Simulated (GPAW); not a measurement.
Crystal: BN.

```
CELL_PARAMETERS angstrom
0.00000 1.81300 1.81300
1.81300 0.00000 1.81300
1.81300 1.81300 0.00000
ATOMIC_POSITIONS crystal
N 0.75000 0.75000 0.75000
B 0.00000 0.00000 0.00000
```

The cell is a database's computed one.

Base run:

```yaml
Program: GPAW 26.7.0
Functional: TB-mBJ
Potentials_or_basis: GPAW PAW data sets for LDA (gpaw-data 1.2.1)
Cutoff: 800 eV
Basis: pw
k_mesh: 10 × 10 × 10
Occupations: fermi-dirac, width 0.05 eV
Spin: no spin polarisation
```

Its results: band gap on the k mesh 5.83 eV, indirect (least direct gap 10.35 eV).

**Question.** The run is repeated on the same cell with these changes: functional from TB-mBJ to LDA; potentials or basis from GPAW PAW data sets for LDA (gpaw-data 1.2.1) to PAW data sets generated in the run's folder for this functional. What comes out?

**Answer.** Band gap on the k mesh 4.35 eV, indirect (least direct gap 8.65 eV).

Caveats: a model potential gives levels but no total energy (some runs).
